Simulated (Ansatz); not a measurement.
GaSb

Method: r²SCAN, scalar-relativistic; no spin polarisation; PAW, 500 eV, 10×10×10 k-mesh, Gaussian smearing of 0.05 eV; code Ansatz; PAW files: Ansatz's generated set soft_2.

```
Ga Sb
1.0
     0.00000    3.06569    3.06569
     3.06569    0.00000    3.06569
     3.06569    3.06569    0.00000
Ga Sb
1 1
Direct
  0.00000 0.00000 0.00000
  0.75000 0.75000 0.75000
```

The chain of runs began from a cell as deposited in COD, expanded in volume. Of that entry: the entry's cell lengths or inner coordinates differ somewhat from later room-temperature determinations.

```
Space group : F-43m (No. 216)
Volume      : 28.81 Å³/atom
```

Problem. What does r²SCAN give for the Bader charges?

Solution. Ga 0.37; Sb -0.37 e.

Problem. Fill in the band gap (r²SCAN).

Solution. 0.42 eV.

Problem. What does r²SCAN give for the formation energy from the elements (0 K, uncorrected)?

Solution. -0.24 eV/atom.

Formal charges Ga³⁺, Sb³⁻ balance and leave closed shells on every ion, so a band insulator is expected, and the gap is 0.42 eV.

Within 0.6 eV of the edges the projected states are 73 % Sb 5p at the top of the valence band and 35 % Ga 4s at the bottom of the conduction band. The conduction edge mixes several shells, so no single label fits the gap.

**What was measured.** A printed reference work, monograph reports, for a bulk crystal of GaSb at 300 K: lattice constant a 6.09612 Å.

A printed reference work, data compilation reports, for a bulk crystal of GaSb at 4.2 K: band gap 0.811 eV (direct).

**Against experiment.** A measured lattice constant a of GaSb is 6.09612 Å (300 K; a printed reference work, monograph); the calculated 6.131 Å misses it by +0.6 %. The calculation is for a static lattice, without zero-point motion or thermal expansion. Against the measured gap of GaSb, 0.811 eV (direct; 4.2 K; a printed reference work, data compilation), the calculated 0.42 eV is off by -0.40 eV. Kohn–Sham gaps of semilocal functionals mostly fall below measured ones. Spin–orbit coupling is left out here. Temperature and excitons aren't in the calculation.

No spin–orbit coupling, a notable omission for heavy elements.
